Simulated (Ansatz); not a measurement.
# BN (R3m) in Ansatz: notebook

The runs below take BN through band structure, single point, equation of state, with r2SCAN, LDA.

Program: Ansatz 0.2.0. These are calculated values, not measurements. Logs are shortened: lines on timing, memory, paths and dates and some standing lists are left out, and cuts for length are marked.

**1. The structure**

The structure is trigonal, space group R3m (No. 160). The conventional cell has a = 2.502 Å, b = 2.502 Å, c = 10.119 Å, α = 90.00°, β = 90.00°, γ = 120.00°. N (site symmetry 3m) is surrounded by 3 B at 1.44 Å. B (site symmetry 3m) is surrounded by 3 N at 1.44 Å.

The cell is a database's computed one.

**2. Band structure, r2SCAN**

File input.yaml:

```yaml
crystal:
  lattice:
    - [1.2511217832, 0.7223354983, 3.3729344033]
    - [-1.2511217832, 0.7223354983, 3.3729344033]
    - [0.0, -1.4446709966, 3.3729344033]
  atoms:
    - { symbol: "N", position: [0.6672382, 0.6672382, 0.6672382] }
    - { symbol: B, position: [0.0003288, 0.0003288, 0.0003288] }
hamiltonian:
  xc: r2scan
  pseudopotentials: { kind: paw }
kpoints:
  mp_grid: { grid: [12, 12, 12] }
  band_path:
    path:
      - [[0.0, 0.0, 0.0], [0.5, 0.0, 0.0], [0.5, 0.1972419765, -0.1972419765]]
      - [[0.8027580235, 0.5, 0.1972419765], [0.5, 0.5, 0.5], [0.0, 0.0, 0.0], [0.3486209883, 0.0, -0.3486209883]]
      - [[0.6513790117, 0.3486209883, 0.0], [0.5, 0.5, 0.0], [0.6513790117, 0.6513790117, 0.1972419765], [0.5, 0.5, 0.5]]
      - [[0.5, 0.0, 0.0], [0.8027580235, 0.3486209883, 0.3486209883]]
    npoints: 14
scf:
  occupations: { method: fermi_dirac, width: 0.05 }
  n_extra_bands: 6
output:
  forces: true
  stress: true
  eigenvalues: true
  fatbands: true
```

Potentials or basis: Ansatz PAW.

Command:

```bash
> ansatz run input.yaml --threads 2 --pin off --max-ram 5632MiB --backend cpu --events-out ev --progress --plain --runs-dir out
```

Log:

```text
Warning: RAYON_NUM_THREADS=2 ignored (pool sized by the plan → 2); use --threads N
basis.fft_grid_basis auto: the FFT boxes are laid along the combinations [[1, 0, -1], [0, 1, -1], [0, 0, 1]] of the cell's own vectors, 2.502, 2.502 and 3.669 Å long. The dense box has 20×20×27 points. Along the cell's own vectors, as sized, it would have 27×27×27, 1.82 times as many. Of the 6 symmetry operations that the crystal satisfies within crystal.symmetry.tolerance (time reversal apart; of a slab, those that keep its plane) the dense box along the cell's own vectors carries 6, and the one as laid loses 4 of those. basis.fft_grid_basis: typed keeps the cell's own vectors: state it where this run's energies or levels are differenced outside the engine with another run's, or held beside a run that keeps those vectors.
scf.n_extra_bands = 6 over 4 filled bands (N_el = 8.0): the run solves 10 bands
Engine: ansatz 0.2.0, x86_64-unknown-linux-gnu
Pseudopotentials: kind: paw
Pseudopotential: N, paw, valence charge 5, recommended cutoff 500 eV (meta_gga), N.paw.azcp
Pseudopotential: B, paw, valence charge 3, recommended cutoff 500 eV (meta_gga), B.paw.azcp
Functional definition: r2SCAN
  parameter k0 = 0.174
  parameter k1 = 0.065
  parameter a1 = 4.9479
  exchange = r2scan_x(k0 = k0, k1 = k1, a1 = a1)
  correlation = r2scan_c
Crystal: 2 atoms, lattice volume = 18.289 Å³
Basis set: ecut = 500 eV, 463 PW (Γ), FFT grids on a1−a3, a2−a3, a3, exchange–correlation on 80×80×108 points (64 copies of the dense FFT grid, shifted against one another)
Bands: 10, of which v1, the nominal top of the filled ones, is band 4 counted from 1 (3 counted from 0)
Symmetry: 6 space group operations
Space group: R3m (ITA 160), of the structure as read, at distance tolerance 2.6e-5 Å
k-points: 189 of 1728 (time reversal used)
Non-local potential: N, projectors of the file, l = 0: 2, l = 1: 2, l = 2: 1
Non-local potential: B, projectors of the file, l = 0: 2, l = 1: 2, l = 2: 1
PAW form: soft (Blöchl's): semilocal exchange-correlation on the pseudo side does not see the compensation charge
PAW frozen core: N, regenerated for the run's functional (the file was generated under x = pbe(κ = 0.804, μ = 0.2195149727645171), c = pbe(β = 0.06672455060314922))
PAW frozen core: B, regenerated for the run's functional (the file was generated under x = pbe(κ = 0.804, μ = 0.2195149727645171), c = pbe(β = 0.06672455060314922))
PAW one-centre angular grid: N, 302 points (default); XC on 160 Gauss nodes
PAW one-centre angular grid: B, 302 points (default); XC on 160 Gauss nodes
Initial density: superposition of atomic densities (neutral atoms: chi_scale 0, normalization atom), corrected by the library's trained network
Initial wavefunctions: pseudopotential atomic-orbital guess
Functional: x = r2scan, c = r2scan; τ floored in thin density (d = 2e-4 eV/Å³)
SCF iter   1: F=—  HF=-544.058861 eV  |F-HF|=—  |Δ(HF+E_count)|=         —  Δρ=8.35e-3  dr2=9.32e-3  dr2_τ=3.44e-1  ethr=1.77e-3  ⟨swp⟩=5.3  Hψ=11795  notcnv=0  defer=159
preconditioner: auto → none  [insulator: Δε(μ)=4.826 eV  Ē_g=22.535 eV  σ=0.050 eV  W_gap=1.00  n_scr=2 (ndim 8)  ℏωp=24.6 eV  f_vac=0.007  D(μ)=0.00/eV (n_scr^D=0)  ε∞_Penn≈2.2]
SCF iter   2: F=—  HF=-544.124705 eV  |F-HF|=—  |Δ(HF+E_count)|=   6.58e-2  Δρ=5.14e-3  dr2=2.03e-3  dr2_τ=1.59e-4  ethr=1.17e-4  ⟨swp⟩=2.0  Hψ=5015  notcnv=0  defer=277
SCF iter   3: F=—  HF=-544.124612 eV  |F-HF|=—  |Δ(HF+E_count)|=   9.26e-5  Δρ=9.27e-4  dr2=1.18e-4  dr2_τ=5.58e-5  ethr=2.54e-5  ⟨swp⟩=2.7  Hψ=2629  notcnv=0  defer=277
SCF iter   4: F=—  HF=-544.124599 eV  |F-HF|=—  |Δ(HF+E_count)|=   1.30e-5  Δρ=2.86e-4  dr2=1.15e-5  dr2_τ=1.00e-6  ethr=1.48e-6  ⟨swp⟩=2.3  Hψ=2303  notcnv=0  defer=277
SCF iter   5: F=—  HF=-544.124596 eV  |F-HF|=—  |Δ(HF+E_count)|=   3.20e-6  Δρ=8.70e-5  dr2=6.43e-7  dr2_τ=7.13e-8  ethr=1.43e-7  ⟨swp⟩=2.4  Hψ=2370  notcnv=0  defer=277
SCF iter   6: F=-544.124597 eV  HF=-544.124597 eV  |F-HF|=4.65e-9  |Δ(HF+E_count)|=   3.31e-7  Δρ=3.08e-5  dr2=9.89e-8  dr2_τ=3.05e-9  ethr=1.25e-9  ⟨swp⟩=8.6  Hψ=9747  notcnv=0
SCF 1 converged in 6 iterations: F = -544.124597 eV  dr2 = 9.89e-8
NSCF: frozen V_eff on 130 k-points
SCF converged after 6 iterations
Free energy (F): -544.124597 eV
Harris-Foulkes:  -544.124597 eV  (|F-HF|=4.65e-9)
Internal energy: -544.124597 eV  (E = F + TS)
E sigma→0 (E₀):  -544.124597 eV
Fermi energy:    6.757543 eV
--- Per-component energies (eV) ---
  E_band       = -25.186050
  E_kinetic    = 183.585401
  E_local      = -354.070819  (includes V_loc(G=0)·N_el)
  E_nonlocal   = 57.052386
  E_hartree    = 115.364006
  E_xc         = -90.993887
  E_vxc        = -126.193537  (∫ρ·V_xc dr)
  E_paw        = -209.828699  (= ΣΔE_a)
  E_vpaw       = -23.513069  (= ΣTr[D̂ρ^β])
  E_aug_tail   = 0.000018  (compensation charges beyond the density's cutoff)
  E_vtau       = 7.228383  (kinetic-family band-sum trace: ∫τ·v_τ [+ j·A + Jᵃ·Aᵃ] dr)
  E_ewald      = -245.184997
  E_core_change = -0.048007  (= ΣΔE_core)
  E_smearing   = -0.000000  (= −TS)
  E_closure    = 0.000000  (closes the sum)
  Σ components = -544.124597   (vs F -544.124597, Δ=0.00e0)
--- Forces (eV/Å), atoms counted from 1 ---
  atom   1  N      0.00000000    -0.00000000    -0.00834436
  atom   2  B      0.00000000     0.00000000     0.00832937
  max |Σ_I F_I| component: 1.50e-5 eV/Å
--- Stress (GPa, compression-positive) ---
       -0.688556      -0.000000      -0.000000
       -0.000000      -0.688556      -0.000000
        0.000000      -0.000000       0.406562
  P = ⅓ Tr σ = -0.3235 GPa (-3.235 kbar)
--- Band table (eV; the first three rows and the last of 189) ---
  k-point 0: bands = ["-14.4690", "0.0017", "2.9949", "2.9949", "9.8366", "16.8119", "16.8119", "18.6555", "19.9296", "31.6817"]
  k-point 1: bands = ["-14.3258", "0.1579", "2.3972", "2.7287", "10.1292", "16.7428", "17.4328", "18.1314", "20.3876", "31.4538"]
  k-point 2: bands = ["-13.9047", "0.6082", "0.9122", "2.0785", "10.9001", "16.5649", "16.7763", "19.1255", "21.5058", "28.5617"]
  k-point 188: bands = ["-14.2140", "-2.0019", "2.9767", "2.9767", "15.1547", "16.7360", "16.7360", "17.2988", "21.9620", "26.7689"]
```

Wall time 10 s (2 threads of Intel Xeon Platinum 8259CL at 2.50GHz (Skylake/Cascade Lake), shared host); peak memory 0.45 GiB.

What came out:

* Free energy: -544.1246 eV
* Pressure: -0.3 GPa
* Largest force: 0.008 eV/Å
* Band gap on the k mesh: 4.80 eV, indirect (least direct gap 5.33 eV)
* Band gap along the path: 4.76 eV, indirect (least direct gap 5.34 eV)

Forces on the atoms (eV/Å):
```
N    0.000  0.000 -0.008
B    0.000  0.000  0.008
```

Levels at the corners of the path, in eV from the valence-band top:
```tsv
point	band 1	band 2	band 3	band 4	band 5	band 6	band 7	band 8	band 9
Γ	-18.82	-4.35	-1.35	-1.35	5.49	12.46	12.46	14.31	15.58
L	-15.54	-9.33	-4.25	-0.65	5.86	10.57	13.73	15.74	20.98
B1	-14.99	-8.25	-7.21	-0.41	5.39	13.04	14.92	16.96	19.77
B	-14.99	-8.25	-7.21	-0.41	5.39	13.04	14.92	16.96	19.77
Z	-18.56	-6.35	-1.37	-1.37	10.81	12.39	12.39	12.95	17.61
Γ	-18.82	-4.35	-1.35	-1.35	5.49	12.46	12.46	14.31	15.58
X	-14.93	-8.22	-7.41	-0.15	5.23	12.98	14.64	17.38	19.43
Q	-14.93	-8.22	-7.41	-0.15	5.23	12.98	14.64	17.38	19.43
F	-15.48	-9.20	-4.31	-1.24	4.76	10.57	15.04	18.50	21.45
P1	-15.59	-9.05	-4.25	-1.55	5.52	10.62	15.08	17.55	21.92
Z	-18.56	-6.35	-1.37	-1.37	10.81	12.39	12.39	12.95	17.61
L	-15.54	-9.33	-4.25	-0.65	5.86	10.57	13.73	15.74	20.98
P	-15.59	-9.05	-4.25	-1.55	5.52	10.62	15.08	17.55	21.92
```

Caveat: the PAW data sets come from PBE, with cores solved anew for the run's functional, which leaves a small shift of forces and pressure. r2SCAN opens gaps a little over a GGA but as a rule still falls short of measured ones.

**3. Single point, LDA, 8.60 Å³/atom (volume scaled by 0.94)**

File input.yaml:

```yaml
crystal:
  lattice:
    - [1.2255815191, 0.70758982, 3.3040796871]
    - [-1.2255815191, 0.70758982, 3.3040796871]
    - [0.0, -1.4151796399, 3.3040796871]
  atoms:
    - { symbol: "N", position: [0.6672382, 0.6672382, 0.6672382] }
    - { symbol: B, position: [0.0003288, 0.0003288, 0.0003288] }
hamiltonian:
  xc: lda
  pseudopotentials: { kind: paw }
kpoints:
  mp_grid: { grid: [12, 12, 12] }
scf:
  occupations: { method: fermi_dirac, width: 0.05 }
output:
  forces: true
  stress: true
  eigenvalues: true
  write_density: true
  write_potential: true
  elf: true
  volumetric_format: npy
```

Potentials or basis: Ansatz PAW.

Command:

```bash
> ansatz run input.yaml --threads 2 --pin off --max-ram 5632MiB --backend cpu --events-out ev --progress --plain --runs-dir out
```

Wall time 5.4 s (2 threads of Intel Xeon Platinum 8259CL at 2.50GHz (Skylake/Cascade Lake), shared host); peak memory 0.37 GiB.

It converged, with:

| Property | Result |
| --- | --- |
| Free energy | -526.3181 eV |
| Pressure | 11.9 GPa |
| Band gap on the k mesh | 4.18 eV, indirect (least direct gap 4.71 eV) |

Caveat: the pressure holds a Pulay correction of +0.8 GPa for the finite cutoff; the PAW data sets come from PBE, with cores solved anew for the run's functional, which leaves a small shift of forces and pressure.

**4. Single point, LDA, 8.78 Å³/atom (volume scaled by 0.96)**

input.yaml, as its differences from that of step 3:

```diff
@@ -2,5 +2,5 @@
   lattice:
-    - [1.2255815191, 0.70758982, 3.3040796871]
-    - [-1.2255815191, 0.70758982, 3.3040796871]
-    - [0.0, -1.4151796399, 3.3040796871]
+    - [1.2342126593, 0.712573011, 3.3273486205]
+    - [-1.2342126593, 0.712573011, 3.3273486205]
+    - [0.0, -1.4251460221, 3.3273486205]
   atoms:
```

Command:

```bash
> ansatz run input.yaml --threads 2 --pin off --max-ram 5632MiB --backend cpu --events-out ev --progress --plain --runs-dir out
```

Run time: 2.1 s. Hardware: 2 threads of Intel Xeon Platinum 8259CL at 2.50GHz (Skylake/Cascade Lake), shared host; peak memory 0.37 GiB.

Results (log left out):

```yaml
Free_energy: -526.3384 eV
Pressure: 6.0 GPa
Band_gap_on_the_k_mesh: 4.15 eV, indirect (least direct gap 4.66 eV)
```

Caveat: the pressure holds a Pulay correction of +0.8 GPa for the finite cutoff; the PAW data sets come from PBE, with cores solved anew for the run's functional, which leaves a small shift of forces and pressure.

**5. Single point, LDA, 8.96 Å³/atom (volume scaled by 0.98)**

File input.yaml:

```yaml
crystal:
  lattice:
    - [1.2427247397, 0.717487463, 3.3502965776]
    - [-1.2427247397, 0.717487463, 3.3502965776]
    - [0.0, -1.434974926, 3.3502965776]
  atoms:
    - { symbol: "N", position: [0.6672382, 0.6672382, 0.6672382] }
    - { symbol: B, position: [0.0003288, 0.0003288, 0.0003288] }
hamiltonian:
  xc: lda
  pseudopotentials: { kind: paw }
kpoints:
  mp_grid: { grid: [12, 12, 12] }
scf:
  occupations: { method: fermi_dirac, width: 0.05 }
output:
  forces: true
  stress: true
  eigenvalues: true
```

Command:

```bash
> ansatz run input.yaml --threads 2 --pin off --max-ram 5632MiB --backend cpu --events-out ev --progress --plain --runs-dir out
```

It took 1.5 s on 2 threads of Intel Xeon Platinum 8259CL at 2.50GHz (Skylake/Cascade Lake), shared host; peak memory 0.36 GiB.

It converged, with:

| Item | Value |
| --- | --- |
| Free energy | -526.3459 eV |
| Pressure | 0.6 GPa |
| Band gap on the k mesh | 4.13 eV, indirect (least direct gap 4.61 eV) |

Caveat: the pressure holds a Pulay correction of +0.8 GPa for the finite cutoff; the PAW data sets come from PBE, with cores solved anew for the run's functional, which leaves a small shift of forces and pressure.

**6. Single point, LDA, 9.14 Å³/atom**

input.yaml, as its differences from that of step 5:

```diff
@@ -2,5 +2,5 @@
   lattice:
-    - [1.2427247397, 0.717487463, 3.3502965776]
-    - [-1.2427247397, 0.717487463, 3.3502965776]
-    - [0.0, -1.434974926, 3.3502965776]
+    - [1.2511217832, 0.7223354983, 3.3729344033]
+    - [-1.2511217832, 0.7223354983, 3.3729344033]
+    - [0.0, -1.4446709966, 3.3729344033]
   atoms:
@@ -19 +19,5 @@
   eigenvalues: true
+  write_density: true
+  write_potential: true
+  elf: true
+  volumetric_format: npy
```

Potentials or basis: Ansatz PAW.

Command:

```bash
> ansatz run input.yaml --threads 2 --pin off --max-ram 5632MiB --backend cpu --events-out ev --progress --plain --runs-dir out
```

Run time: 2.2 s. Hardware: 2 threads of Intel Xeon Platinum 8259CL at 2.50GHz (Skylake/Cascade Lake), shared host; peak memory 0.38 GiB.

Results (log left out):

* Free energy: -526.3417 eV
* Pressure: -4.2 GPa
* Band gap on the k mesh: 4.11 eV, indirect (least direct gap 4.56 eV)

Caveat: the pressure holds a Pulay correction of +0.7 GPa for the finite cutoff; the PAW data sets come from PBE, with cores solved anew for the run's functional, which leaves a small shift of forces and pressure.

**7. Single point, LDA, 9.33 Å³/atom (volume scaled by 1.02)**

File input.yaml:

```yaml
crystal:
  lattice:
    - [1.2594075994, 0.7271193165, 3.3952723682]
    - [-1.2594075994, 0.7271193165, 3.3952723682]
    - [0.0, -1.454238633, 3.3952723682]
  atoms:
    - { symbol: "N", position: [0.6672382, 0.6672382, 0.6672382] }
    - { symbol: B, position: [0.0003288, 0.0003288, 0.0003288] }
hamiltonian:
  xc: lda
  pseudopotentials: { kind: paw }
kpoints:
  mp_grid: { grid: [12, 12, 12] }
scf:
  occupations: { method: fermi_dirac, width: 0.05 }
output:
  forces: true
  stress: true
  eigenvalues: true
```

Command:

```bash
> ansatz run input.yaml --threads 2 --pin off --max-ram 5632MiB --backend cpu --events-out ev --progress --plain --runs-dir out
```

Wall time 1.4 s (2 threads of Intel Xeon Platinum 8259CL at 2.50GHz (Skylake/Cascade Lake), shared host); peak memory 0.38 GiB.

It converged, with:

| Quantity | Value |
| --- | --- |
| Free energy | -526.3268 eV |
| Pressure | -8.7 GPa |
| Largest force | 0.004 eV/Å |
| Band gap on the k mesh | 4.08 eV, indirect (least direct gap 4.51 eV) |

Caveat: the pressure holds a Pulay correction of +0.7 GPa for the finite cutoff; the PAW data sets come from PBE, with cores solved anew for the run's functional, which leaves a small shift of forces and pressure.

**8. Single point, LDA, 9.51 Å³/atom (volume scaled by 1.04)**

input.yaml, as its differences from that of step 7:

```diff
@@ -2,5 +2,5 @@
   lattice:
-    - [1.2594075994, 0.7271193165, 3.3952723682]
-    - [-1.2594075994, 0.7271193165, 3.3952723682]
-    - [0.0, -1.454238633, 3.3952723682]
+    - [1.2675858, 0.7318410028, 3.4173202092]
+    - [-1.2675858, 0.7318410028, 3.4173202092]
+    - [0.0, -1.4636820056, 3.4173202092]
   atoms:
@@ -19 +19,5 @@
   eigenvalues: true
+  write_density: true
+  write_potential: true
+  elf: true
+  volumetric_format: npy
```

Command:

```bash
> ansatz run input.yaml --threads 2 --pin off --max-ram 5632MiB --backend cpu --events-out ev --progress --plain --runs-dir out
```

It took 2.2 s on 2 threads of Intel Xeon Platinum 8259CL at 2.50GHz (Skylake/Cascade Lake), shared host; peak memory 0.38 GiB.

The run converged. Its results:

```yaml
Free_energy: -526.3023 eV
Pressure: -12.8 GPa
Largest_force: 0.005 eV/Å
Band_gap_on_the_k_mesh: 4.06 eV, indirect (least direct gap 4.47 eV)
```

Caveat: the pressure holds a Pulay correction of +0.7 GPa for the finite cutoff; the PAW data sets come from PBE, with cores solved anew for the run's functional, which leaves a small shift of forces and pressure.

**9. Single point, LDA, 9.69 Å³/atom (volume scaled by 1.06)**

File input.yaml:

```yaml
crystal:
  lattice:
    - [1.2756598126, 0.7365025362, 3.4390871668]
    - [-1.2756598126, 0.7365025362, 3.4390871668]
    - [0.0, -1.4730050723, 3.4390871668]
  atoms:
    - { symbol: "N", position: [0.6672382, 0.6672382, 0.6672382] }
    - { symbol: B, position: [0.0003288, 0.0003288, 0.0003288] }
hamiltonian:
  xc: lda
  pseudopotentials: { kind: paw }
kpoints:
  mp_grid: { grid: [12, 12, 12] }
scf:
  occupations: { method: fermi_dirac, width: 0.05 }
output:
  forces: true
  stress: true
  eigenvalues: true
```

Potentials or basis: Ansatz PAW.

Command:

```bash
> ansatz run input.yaml --threads 2 --pin off --max-ram 5632MiB --backend cpu --events-out ev --progress --plain --runs-dir out
```

Wall time 1.5 s (2 threads of Intel Xeon Platinum 8259CL at 2.50GHz (Skylake/Cascade Lake), shared host); peak memory 0.37 GiB.

It converged, with:

* Free energy: -526.2688 eV
* Pressure: -16.5 GPa
* Largest force: 0.006 eV/Å
* Band gap on the k mesh: 4.04 eV, indirect (least direct gap 4.42 eV)

Caveat: the pressure holds a Pulay correction of +0.7 GPa for the finite cutoff; the PAW data sets come from PBE, with cores solved anew for the run's functional, which leaves a small shift of forces and pressure.

**10. Equation of state, LDA**

No new run: the results of the series are fitted here.

Results:

| Item | Value |
| --- | --- |
| Equilibrium volume | 8.98 Å³/atom |
| Bulk modulus at fixed shape and positions | 248 GPa |
| Pressure derivative of the bulk modulus | 3.5 |

Energy against volume, from the lowest point:
| volume (Å³/atom) | energy (meV/atom) |
| --- | --- |
| 8.596 | 13.89 |
| 8.779 | 3.74 |
| 8.962 | 0.00 |
| 9.145 | 2.11 |
| 9.328 | 9.54 |
| 9.510 | 21.81 |
| 9.693 | 38.54 |

Caveat: the cell was scaled at fixed shape and fractional positions, which overstates the stiffness of a crystal with free parameters, most of all of layers and chains.
